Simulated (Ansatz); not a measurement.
**WC (Qusongite) under changes of volume**

One of the cells (10.376 Å³/atom); the others are scaled copies at fixed shape and fractional positions:

```
W C
1.0
     2.90650    0.00000    0.00000
    -1.45325    2.51710    0.00000
     0.00000    0.00000    2.83660
W C
1 1
Direct
  0.00000 0.00000 0.00000
  0.66667 0.33333 0.50000
```

| Quantity | Value |
| --- | --- |
| Program | Ansatz 0.2.0 |
| Functional | PBEsol |
| Potentials or basis | JTH PAW |
| Cutoff | 1290 eV (not typed: the program's choice for these potentials) |
| k mesh | 10 × 10 × 9 |
| Occupations | fermi-dirac, width 0.05 eV |
| Spin | no spin polarisation |

```tsv
volume (Å³/atom)	energy over the lowest point (meV/atom)	pressure (GPa)
9.754	43.55	26.1
9.961	16.57	15.7
10.169	2.48	6.2
10.376	0.00	-2.3
10.584	7.95	-9.9
10.791	?	?
10.999	51.06	-22.9
```

Question: What does the run at 10.791 Å³/atom give?

Answer: Energy over the lowest point 25.29 meV/atom; pressure -16.7 GPa.

Worked out: A Birch-Murnaghan fit of order 3 (a polynomial in V^(-2/3)) to the other rows has its minimum at 10.32 Å³/atom with B0 = V·E''(V) = 412 GPa and B' = 4.3 at fixed shape and positions, which overstates the stiffness. It gives 25.24 meV/atom at 10.791 Å³/atom, against the run's 25.29, and -dE/dV = -16.7 GPa, against -16.7.

Energies are extrapolated to zero smearing.
